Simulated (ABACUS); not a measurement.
Input of an ABACUS 3.10.1 run:

Contents of INPUT:

```
INPUT_PARAMETERS
suffix              Ge
calculation         scf
basis_type          pw
pseudo_dir          ./
symmetry            1
dft_functional      GGA_X_B86_MGC+GGA_C_PBE
ecutwfc             79
pseudo_rcut         10
nspin               1
nbands              24
ks_solver           dav
smearing_method     fd
smearing_sigma      0.00367493
scf_thr             1e-08
scf_nmax            100
mixing_type         broyden
mixing_beta         0.7
cal_force           1
cal_stress          1
out_chg             1
kpar                4
```

STRU

```
ATOMIC_SPECIES
Ge 72.6300 Ge.upf

LATTICE_CONSTANT
7.5601949712

LATTICE_VECTORS
0.0000000000 0.7071067812 0.7071067812
0.7071067812 0.0000000000 0.7071067812
0.7071067812 0.7071067812 0.0000000000

ATOMIC_POSITIONS
Cartesian

Ge
0.0
2
1.0606601718 1.0606601718 1.0606601718 1 1 1
0.7071067812 0.7071067812 0.7071067812 1 1 1
```

Contents of KPT:

```
K_POINTS
0
Gamma
6 6 6 0 0 0
```

Potentials or basis: PseudoDojo NC SR 0.5 PBE standard, plane waves.

Command:

```sh
$ OMP_NUM_THREADS=1 mpirun -np 4 abacus > log
```

**Question.** What does it give for the pressure?

**Answer.** 4.3 GPa.

**Question.** What does it give for the band gap on the k mesh?

**Answer.** None (metal or under the smearing width).

Caveat: the potentials were made for another functional, which shifts forces and pressure; this crystal is a semiconductor, whose small gap the functional closes, so the metal is an error of the method.

**The experiment to reproduce.**

From “Electronic and optical properties of SixGe1-x-ySny alloys lattice-matched to Ge”, 2021, arxiv:2109.02782, for a bulk crystal of Ge at 293 K: band gap 0.666 eV (indirect).

A measured gap of Ge is 0.666 eV (indirect; 293 K; “Electronic and optical properties of SixGe1-x-ySny alloys lattice-matched to Ge”, 2021, arxiv:2109.02782); the calculated 0.00 eV misses it by -0.67 eV. 3 values of this kind are on record (0.666 to 0.807 eV); this one was drawn at random among those near their median. Spin-orbit coupling on Ge is left out. The value is that of B86bPBE on a finite k mesh, which can miss the band edges, without temperature or zero-point motion.
